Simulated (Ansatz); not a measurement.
Ge:

```xyz
2
Lattice="-2.5745 2.5745 1.3974 2.5745 -2.5745 1.3974 2.5745 2.5745 -1.3974" Properties=species:S:1:pos:R:3 pbc="T T T"
Ge    0.0000    0.0000    1.3974
Ge    2.5745    0.0000    0.6987
```

This isn't the form of Ge at room conditions, which is diamond.

```yaml
Program: Ansatz 0.2.0
Task: relaxation of cell and atoms
Functional: BLYP
Potentials_or_basis: all-electron LAPW, scalar-relativistic
Basis_error_allowed: 0.001 eV/atom
k_mesh: 11 × 11 × 11
Occupations: fermi-dirac, width 0.05 eV
Spin: no spin polarisation
```

At the start: volume 18.52 Å³/atom.

How do energy, volume and symmetry change on relaxing?

Over 5 steps the energy falls by 73.4 meV/atom and the volume is 21.30 Å³/atom (+15.0 %); space group I4_1/amd (No. 141, to 0.05 Å).

Step by step:
```
step  energy change (eV)  largest force (eV/Å)  volume (Å³)
   1              0.0000                0.0000        37.05
   2             -0.1455                0.0000        42.06
   3             -0.1467                0.0000        42.49
   4             -0.1468                0.0000        42.60
   5             -0.1468                0.0000        42.60
```

Final structure:
```
Ge
1.0
    -2.69378    2.69378    1.46781
     2.69378   -2.69378    1.46781
     2.69378    2.69378   -1.46781
Ge
2
Direct
  0.50000 0.50000 0.00000
  0.25000 0.75000 0.50000
```
